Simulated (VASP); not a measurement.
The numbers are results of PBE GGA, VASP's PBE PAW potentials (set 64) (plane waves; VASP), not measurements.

A VASP calculation is set up with these files.

### INCAR
```
SYSTEM=CoPt
PREC=Accurate; ENCUT=400; LREAL=.FALSE.
LASPH=.TRUE.
EDIFF=1E-6; NELM=100; ALGO=Normal
LMAXMIX=6
ISMEAR=1; SIGMA=0.1
GGA=PE
MAGMOM=0.4 0.0
ISPIN=2
ISIF=2
LWAVE=.FALSE.; LCHARG=.FALSE.; LORBIT=10
```

**POSCAR**
```
CoPt
1
    2.6900000000     0.0000000000     0.0000000000
    0.0000000000     2.6900000000     0.0000000000
    0.0000000000     0.0000000000     3.7000000000
Co Pt
1 1
Direct
  0.0000000000   0.0000000000   0.0000000000
  0.5000000000   0.5000000000   0.5000000000
```

### KPOINTS
```
Automatic mesh
0
G
  12 12 9
0 0 0
```

POTCAR, in this order: Co Pt (PBE.64 set). Program: vasp_std.

The run wrote:

### OSZICAR
```
       N       E                     dE             d eps       ncg     rms          rms(c)
DAV:   1     0.894116092316E+02    0.89412E+02   -0.75313E+03  7546   0.130E+03
DAV:   2    -0.104226683208E+02   -0.99834E+02   -0.93215E+02  7745   0.272E+02
DAV:   3    -0.144718788776E+02   -0.40492E+01   -0.38647E+01  8606   0.652E+01
DAV:   4    -0.145346794909E+02   -0.62801E-01   -0.62614E-01  8637   0.723E+00
DAV:   5    -0.145362280871E+02   -0.15486E-02   -0.15485E-02  9092   0.126E+00    0.153E+01
DAV:   6    -0.159941677429E+02   -0.14579E+01   -0.16124E+01  7511   0.906E+01    0.183E+01
DAV:   7    -0.132316369385E+02    0.27625E+01   -0.99163E+00  9194   0.959E+01    0.830E+00
DAV:   8    -0.131265423840E+02    0.10509E+00   -0.61001E-01  8986   0.123E+01    0.518E+00
DAV:   9    -0.132642713832E+02   -0.13773E+00   -0.10629E-01  9071   0.646E+00    0.452E+00
DAV:  10    -0.132719890871E+02   -0.77177E-02   -0.44808E-01  9080   0.157E+01    0.314E+00
DAV:  11    -0.133074209852E+02   -0.35432E-01   -0.90352E-02  8434   0.586E+00    0.807E-01
DAV:  12    -0.133038130323E+02    0.36080E-02   -0.17468E-02 10129   0.272E+00    0.680E-01
DAV:  13    -0.133060212031E+02   -0.22082E-02   -0.17912E-03  9467   0.745E-01    0.438E-01
DAV:  14    -0.133071727619E+02   -0.11516E-02   -0.80654E-04  9824   0.723E-01    0.139E-01
DAV:  15    -0.133072922754E+02   -0.11951E-03   -0.43534E-04 10277   0.436E-01    0.413E-02
DAV:  16    -0.133073025966E+02   -0.10321E-04   -0.27797E-05  9839   0.109E-01    0.169E-02
DAV:  17    -0.133072978247E+02    0.47718E-05   -0.67224E-06  7329   0.556E-02    0.211E-02
DAV:  18    -0.133073000097E+02   -0.21850E-05   -0.21176E-06  5217   0.290E-02    0.110E-02
DAV:  19    -0.133073005597E+02   -0.54998E-06   -0.44782E-07  4110   0.169E-02
   1 F= -.13307301E+02 E0= -.13307022E+02  d E =-.834881E-03  mag=     2.2681
```

OUTCAR:
```
------------------------ aborting loop because EDIFF is reached ----------------------------------------
  FORCE on cell =-STRESS in cart. coord.  units (eV):
  Direction    XX          YY          ZZ          XY          YZ          ZX
  --------------------------------------------------------------------------------------
  Total        0.2264040      0.2264040      0.2635206      0.0000000      0.0000000      0.0000000
  in kB       13.5484141     13.5484141     15.7695355      0.0000000      0.0000000      0.0000000
  external PRESSURE =      14.2887879 kB  Pullay stress =       0.0000000 kB
  volume of cell :       26.77
      direct lattice vectors                 reciprocal lattice vectors
     2.690000000  0.000000000  0.000000000     0.371747212  0.000000000  0.000000000
     0.000000000  2.690000000  0.000000000     0.000000000  0.371747212  0.000000000
     0.000000000  0.000000000  3.700000000     0.000000000  0.000000000  0.270270270
 POSITION                                       TOTAL-FORCE (eV/Angst)
 -----------------------------------------------------------------------------------
      0.00000      0.00000      0.00000         0.000000      0.000000      0.000000
      1.34500      1.34500      1.85000         0.000000      0.000000      0.000000
 -----------------------------------------------------------------------------------
    total drift:                                0.000000     -0.000000     -0.000000
  FREE ENERGIE OF THE ION-ELECTRON SYSTEM (eV)
  ---------------------------------------------------
  free  energy   TOTEN  =       -13.3073005597 eV

  energy  without entropy=      -13.3064656789  energy(sigma->0) =      -13.30702227

 total charge

# of ion       s       p       d       tot
------------------------------------------
    1        0.412   0.440   7.204   8.056
    2        0.714   0.665   8.041   9.420
--------------------------------------------------
tot          1.125   1.105  15.245  17.476

 magnetization (x)

# of ion       s       p       d       tot
------------------------------------------
    1       -0.001  -0.013   1.907   1.894
    2       -0.013  -0.051   0.454   0.390
--------------------------------------------------
tot         -0.014  -0.064   2.362   2.284
```
(Selected blocks of OUTCAR.)

**OUTCAR**
```
 val. band max:       10.5334063711   @ k =   0.0833   0.0833   0.0000

 cond. band min:      10.5407673359   @ k =   0.5000   0.0833   0.1111


 Fermi energy:        10.5401458815

 spin component 1

 k-point     1 :       0.0000    0.0000    0.0000
  band No.  band energies     occupation
      1       0.8384      1.00000
      2       4.2401      1.00000
      3       4.2464      1.00000
      4       7.1678      1.00000
      5       7.1678      1.00000
      6       7.6187      1.00000
      7       8.5454      1.00000
      8       8.8985      1.00000
      9      10.0734      1.00000
     10      10.1263      1.00000
     11      10.1263      1.00000
     12      12.8419      0.00000
     13      20.3855      0.00000

 k-point     2 :       0.0833    0.0000    0.0000
  band No.  band energies     occupation
      1       1.0244      1.00000
      2       4.3107      1.00000
      3       4.4054      1.00000
      4       7.0863      1.00000
      5       7.2188      1.00000
      6       7.6646      1.00000
      7       8.5035      1.00000
      8       8.8965      1.00000
      9       9.5861      1.00000
     10       9.9061      1.00000
     11      10.0816      1.00000
     12      13.5617      0.00000
     13      20.2111      0.00000

 k-point     3 :       0.1667    0.0000    0.0000
  band No.  band energies     occupation
      1       1.5525      1.00000
      2       4.5064      1.00000
      3       4.8638      1.00000
      4       6.8455      1.00000
      5       7.3678      1.00000
      6       7.7690      1.00000
      7       8.3890      1.00000
      8       8.6999      1.00000
      9       8.9225      1.00000
     10       9.4819      1.00000
     11       9.9491      1.00000
     12      15.0032      0.00000
     13      18.9504      0.00000

 k-point     4 :       0.2500    0.0000    0.0000
  band No.  band energies     occupation
      1       2.3347      1.00000
...
```

Unless said otherwise, spin-orbit coupling is left out, though it shifts the bands of the heavy elements here.

The compound is CoPt in the L1_0 structure. The cell was not relaxed at this level. The run is one of a series of settings (MAGMOM = 0.4 0.0 against the base run), some of them coarse on purpose.
